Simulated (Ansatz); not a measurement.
**Ag in Ansatz: the effect of functional**

Crystal: Ag.

```
CELL_PARAMETERS angstrom
-1.61038 1.65353 1.61816
1.65931 -1.66055 1.67410
1.63933 1.68950 -1.62517
ATOMIC_POSITIONS crystal
Ag 0.00000 0.00000 0.00000
```

This isn't the form of Ag at room conditions, which is fcc.

The cell isn't the ideal one: cell sheared at random, sigma 0.01, atoms nudged by 0.01 Å.

Alike in all runs:

* Program: Ansatz 0.2.0
* Task: band structure
* Potentials or basis: Ansatz PAW
* k mesh: 6 × 6 × 6
* Occupations: fermi-dirac, width 0.05 eV
* Spin: no spin polarisation

Question: One run gave: pressure -6.9 GPa. Which functional did it use?
A. PBEsol
B. r2SCAN
C. LDA

Answer: A.

```csv
functional,cutoff,pressure (GPa)
LDA,420 eV,-11.1
PBEsol,420 eV,-6.9
r2SCAN,500 eV,-3.0
```

Caveats: all runs use coarse meshes; the PAW data sets come from PBE, with cores solved anew for the run's functional, which leaves a small shift of forces and pressure.

Not every run made on this cell is shown here.
